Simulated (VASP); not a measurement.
Input of a VASP 6.6.1 run:

The input POSCAR:

```
EuS
1.0
    0.0000000000      2.9785018700      2.9785018700
    2.9785018700      0.0000000000      2.9785018700
    2.9785018700      2.9785018700      0.0000000000
Eu S
1 1
Direct
    0.5000000000      0.5000000000      0.5000000000
    0.0000000000      0.0000000000      0.0000000000
```

INCAR.step1

```
SYSTEM = EuS
PREC = Accurate
ENCUT = 520
ISMEAR = 0
SIGMA = 0.05
LREAL = .False.
LASPH = .True.
NELM = 150
ISPIN = 2
MAGMOM = 7 0
LMAXMIX = 6
LDAU = .True.
LDAUTYPE = 2
LDAUL = 3 -1
LDAUU = 3 0
LDAUJ = 0 0
NBANDS = 22
GGA = PE
ALGO = Normal
EDIFF = 1E-4
LWAVE = .True.
LCHARG = .False.
```

INCAR.step2

```
SYSTEM = EuS
PREC = Accurate
ENCUT = 520
EDIFF = 1E-7
ISMEAR = 0
SIGMA = 0.05
LREAL = .False.
LASPH = .True.
NELM = 150
ALGO = Normal
ISIF = 2
LWAVE = .False.
LCHARG = .False.
ISPIN = 2
MAGMOM = 7 0
LORBIT = 11
LMAXMIX = 6
LDAU = .True.
LDAUTYPE = 2
LDAUL = 3 -1
LDAUU = 3 0
LDAUJ = 0 0
LDAUPRINT = 1
METAGGA = R2SCAN
LMIXTAU = .True.
NBANDS = 22
ISTART = 1
```

The input KPOINTS:

```
regular mesh
0
Gamma
  6 6 6
  0 0 0
```

Potentials or basis: VASP PAW PBE potentials, release 64 (Eu, S).

Run with:

```bash
$ cat potpaw_PBE.64/Eu/POTCAR potpaw_PBE.64/S/POTCAR > POTCAR
$ cp INCAR.step1 INCAR
$ mpirun -np 1 vasp_std > vasp.out
$ cp INCAR.step2 INCAR
$ mpirun -np 1 vasp_std > vasp.out
```

Question: What does it give for the band gap on the k mesh?

Answer: None (metal or under the smearing width).

Question: Predict the pressure.

Answer: -0.6 GPa.

Question: What does it give for the net moment?

Answer: 7.00 μB per cell.

Eigenvalues of the final occupation matrices:
| site | spin | trace | eigenvalues |
| --- | --- | --- | --- |
| site 1 f | 1 | 6.78 | 0.96 0.96 0.96 0.97 0.97 0.97 0.97 |
| site 1 f | 2 | 0.01 | 0.00 0.00 0.00 0.00 0.00 0.00 0.00 |

Caveat: the PAW data sets were made with another functional, which shifts forces and pressure a little; spin-orbit coupling is left out, which moves the levels of the heavy elements; a cell with one magnetic atom can't hold antiferromagnetic order, which such compounds often take. The state reached can hang on the start; a lower one may exist.

**Experimental background.**

“Crystal-field mediated electronic transitions of EuS up to 35 GPa”, 2022, pmc:8786971 reports, for a powder of EuS at 300 K: band gap 1.72 eV (optical).

Measured gap of EuS: 1.72 eV (optical; 300 K; powder; “Crystal-field mediated electronic transitions of EuS up to 35 GPa”, 2022, pmc:8786971). This calculation gives 0.00 eV (-1.72 eV). So large a miss can be the level of theory's own, or it may mean another phase, state or a wrong row. Spin-orbit coupling on Eu is left out. The value is that of r2SCAN+U on a finite k mesh, which can miss the band edges, without temperature or zero-point motion. The run's magnetic order (collinear spin, typed start) needn't be the measured crystal's. The cell is a database's relaxed one, not the measured one, which moves gaps too.
